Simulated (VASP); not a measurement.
Input of a VASP 6.6.1 run:

The input POSCAR:

```
Br
1.0
   -1.4235000000      1.4235000000      3.5775000000
    1.4235000000     -1.4235000000      3.5775000000
    1.4235000000      1.4235000000     -3.5775000000
Br
1
Direct
    0.0000000000      0.0000000000      0.0000000000
```

The input INCAR.step1:

```
  PREC = Accurate
  ENCUT = 520
  ISMEAR = 1
  SIGMA = 0.1
  LREAL = False
  LASPH = True
  NELM = 100
  NBANDS = 10
  GGA = PE
  ALGO = Normal
  EDIFF = 1E-4
  LWAVE = True
  LCHARG = False
```

Contents of INCAR.step2:

```
  PREC = Accurate
  ENCUT = 520
  EDIFF = 1E-6
  ISMEAR = 1
  SIGMA = 0.1
  LREAL = False
  LASPH = True
  NELM = 100
  ALGO = Normal
  ISIF = 2
  LWAVE = False
  LCHARG = False
  METAGGA = R2SCAN
  LMIXTAU = True
  NBANDS = 10
  ISTART = 1
```

Contents of KPOINTS:

```
Automatic mesh
0
Gamma
  12 12 12
```

Potentials or basis: VASP PAW PBE potentials, release 64 (Br).

Launch:

```sh
$ cat potpaw_PBE.64/Br/POTCAR > POTCAR
$ cp INCAR.step1 INCAR
$ mpirun -np 1 vasp_std > vasp.out
$ cp INCAR.step2 INCAR
$ mpirun -np 1 vasp_std > vasp.out
```

(1) Predict the pressure.

(2) Estimate the band gap on the k mesh.

Answers

(1) 0.5 GPa.

(2) none (metal or under the smearing width).

Caveat: the PAW data sets were made with another functional, which shifts forces and pressure a little; an odd number of electrons without spin polarisation forces a metal; a magnetic or distorted state may lie lower.
